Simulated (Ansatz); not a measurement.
Method: DFT PBE, scalar-relativistic, plane waves, PAW in Ansatz. All cells share a 420 eV cutoff and Γ-centred k meshes spaced at most about 0.3 Å⁻¹ (about 0.25 or finer for metals, 2π included). No spin polarisation.

These are static total energies at zero pressure.

Two relaxed structures of Li₅S₃:

A.

Space group I-4m2 (No. 119). a = 7.583 Å, b = 7.583 Å, c = 18.938 Å, α = 90.00°, β = 90.00°, γ = 90.00°
```tsv
atom	site	symmetry	x	y	z
Li	8i	.m.	0.0000	0.2546	0.3176
Li	2b	-4m2	0.5000	0.5000	0.0000
S	4e	2mm.	0.0000	0.0000	0.3804
S	2c	-4m2	0.0000	0.5000	0.2500
```

B.

Space group Im-3m (No. 229). a = 6.209 Å, b = 6.209 Å, c = 6.209 Å, α = 90.00°, β = 90.00°, γ = 90.00°
```tsv
atom	site	symmetry	x	y	z
Li	2a	m-3m	0.0000	0.0000	0.0000
Li	8c	.-3m	0.2500	0.2500	0.7500
S	6b	4/mm.m	0.5000	0.0000	0.0000
```

Problem. Which form is favoured at zero pressure, and by what margin per atom?

Solution. A is lower, by 20 meV/atom. A has space group I-4m2 (No. 119), 68.1 Å³/atom and no gap on its mesh; B has space group Im-3m (No. 229), 15.0 Å³/atom and no gap. Counting S atoms around Li (those within 1.25 times the shortest such distance or 1.15 times the sum of covalent radii; the shortest distance is added where it is long for a bond; a slash parts the counts of unlike sites), A has Li 2 and B has Li 6/6 from 3.1 Å. The lower one is the more open, so pressure narrows the difference. In A, around Li on a site of symmetry m lie 2 S at 2.26–2.27 Å; Li on a site of symmetry -4m2 has 2 S at 2.27 Å; S on a site of symmetry 2mm has 3 Li at 2.27 Å; 1 more site not described. In B, Li on a site of symmetry m-3m is surrounded by 8 Li at 2.69 Å and 6 S at 3.10 Å; around Li on a site of symmetry -3m lie 2 Li at 2.69 Å, 6 S at 2.69 Å and 6 Li at 3.10 Å; S has 8 Li at 2.69 Å, 2 Li at 3.10 Å and 4 S at 3.10 Å. Both come from invented guesses.

For metals, differences of a few meV/atom aren't resolved. In I-4m2, Im-3m an odd number of electrons in the primitive cell allows no gap without spin; a larger cell or a magnetic state could open one. Cells relaxed within their symmetry can be saddle points.
